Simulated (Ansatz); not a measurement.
Turn this script for Ansatz's Python interface into the input file that the command-line program reads.

`run_eps.py`
```python
# -*- coding: utf-8 -*-
'''Response of SrO to an electric field.'''

import ansatz as az
import numpy as np

XC = 'lda'
MESH = (5, 5, 4)
FILLING = 'fixed'


def main():
    sro = (
        az.Lattice.from_parameters(4.27546627, 4.27546627, 5.15559499, alpha=90, beta=90, gamma=120)
        .space_group(186)
        .atom('Sr', (1 / 3, 2 / 3, 0.9381277))
        .atom('O', (1 / 3, 2 / 3, 0.4368723))
    )

    # an insulator: whole occupations
    base = sro.calculation()
    base = base.functional(XC)
    base = base.basis(16 * az.Ha)
    base = base.kpoints(*MESH)
    base = base.occupations(FILLING)
    base = base.dielectric()
    outcome = base.run()
    response = outcome.dielectric
    eps = np.asarray(response.eps_inf)

    values = np.linalg.eigvalsh(eps)
    print('principal values of eps_inf:', np.round(values, 3))
    print('refractive indices:', np.round(np.sqrt(values), 3))
    for index, (site, z) in enumerate(zip(outcome.lattice.sites, response.zstar_e)):
        print('Born charge tensor of', site.symbol, index)
        print(np.round(z, 3) + 0.0)
    print(f'charge neutrality missed by {response.zstar_sum_residual_pre_e:.4f} e before the sum rule')


if __name__ == '__main__':
    main()
```

`python run_eps.py` gives:
```text
principal values of eps_inf: [3.383 3.383 3.455]
refractive indices: [1.839 1.839 1.859]
Born charge tensor of Sr 0
[[2.088 0.    0.   ]
 [0.    2.088 0.   ]
 [0.    0.    2.409]]
Born charge tensor of Sr 1
[[2.088 0.    0.   ]
 [0.    2.088 0.   ]
 [0.    0.    2.409]]
Born charge tensor of O 2
[[-2.088  0.     0.   ]
 [ 0.    -2.088  0.   ]
 [ 0.     0.    -2.409]]
Born charge tensor of O 3
[[-2.088  0.     0.   ]
 [ 0.    -2.088  0.   ]
 [ 0.     0.    -2.409]]
charge neutrality missed by 0.0004 e before the sum rule
```

`input.yaml`:
```yaml
crystal:
  lattice:
    a: 4.27546627
    b: 4.27546627
    c: 5.15559499
    alpha: 90.0
    beta: 90.0
    gamma: 120.0
  space_group: 186
  atoms:
    - { symbol: Sr, position: [0.3333333333333333, 0.6666666666666666, 0.9381277] }
    - { symbol: O, position: [0.3333333333333333, 0.6666666666666666, 0.4368723] }
basis:
  ecutwfc: 435.382179935808
kpoints:
  mp_grid:
    grid: [5, 5, 4]
hamiltonian:
  xc: lda
scf:
  occupations:
    method: fixed
dielectric: {}
```

With fixed filling the reported Fermi level is the top filled level among the k-points of the SCF. Within a few hundredths of an angstrom the cell has the higher group P6_3/mmc; the lower one is a small distortion. Averages over directions belong to no single polarisation, least of all in layered crystals. The structure comes from a database of computed cells and needn't be a stable or known phase. This is the electronic (clamped-ion) response; a semilocal gap that is too small tends to raise it. The typed mesh is that of the SCF; the response is solved on denser meshes that the run picks. Hardware and time: 2.1 min on 1 thread of Arm Neoverse N1, on a shared host, peak memory 0.64 GiB.

(A comment or docstring line of the script was reworded after the run, the code is as it ran; lines on the test bed's own set-up are left out of the output.)
